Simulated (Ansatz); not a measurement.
Structures of TaAs₃: which is lowest?

Plane-wave DFT in Ansatz with scalar-relativistic PAW potentials, cutoff 420 eV, Γ-centred meshes chosen by cell and gap, Gaussian smearing with energies taken to zero width. Every cell was relaxed (cell and atoms) in a run of its own, within the symmetry of its start. Functional: PBE.

Relaxed structures (starts from databases or built by putting these elements on another compound's sites):
A. Pmmn, 8 atoms in the computed cell, a = 4.446 Å, b = 5.113 Å, c = 6.580 Å; sites (symmetry × multiplicity) Ta mm2 × 2, As m.. × 4 + mm2 × 2; start: built
B. R-3m, 8 atoms in the computed cell, a = 7.823 Å, c = 8.710 Å; sites (symmetry × multiplicity) Ta 3m × 6, As .m × 18; start: built
C. P6_3/mmc, 8 atoms in the computed cell, a = 6.001 Å, c = 4.816 Å; sites (symmetry × multiplicity) Ta -6m2 × 2, As mm2 × 6; start: built
D. Pm-3m, 4 atoms in the computed cell, a = 5.002 Å; sites (symmetry × multiplicity) Ta m-3m × 1, As 4/mm.m × 3; start: built

Task: Rank them by energy. Could pressure change the order?

Result:
| structure | group | E − E(lowest) (meV/atom) | V (Å³/atom) | gap on mesh (eV) |
| --- | --- | --- | --- | --- |
| A | Pmmn | 0.0 | 18.70 | 0.00 |
| B | R-3m | 69 | 19.23 | 0.00 |
| C | P6_3/mmc | 256 | 18.78 | 0.00 |
| D | Pm-3m | 314 | 31.28 | 0.00 |

A is lowest, 69 meV/atom under B. The lowest is also the densest of these, so pressure wouldn't bring one of the others in at first order. Other structures may lie lower than all of these, and vibrations aren't counted.

Spin-orbit coupling is left out, which matters for the bands of heavy elements.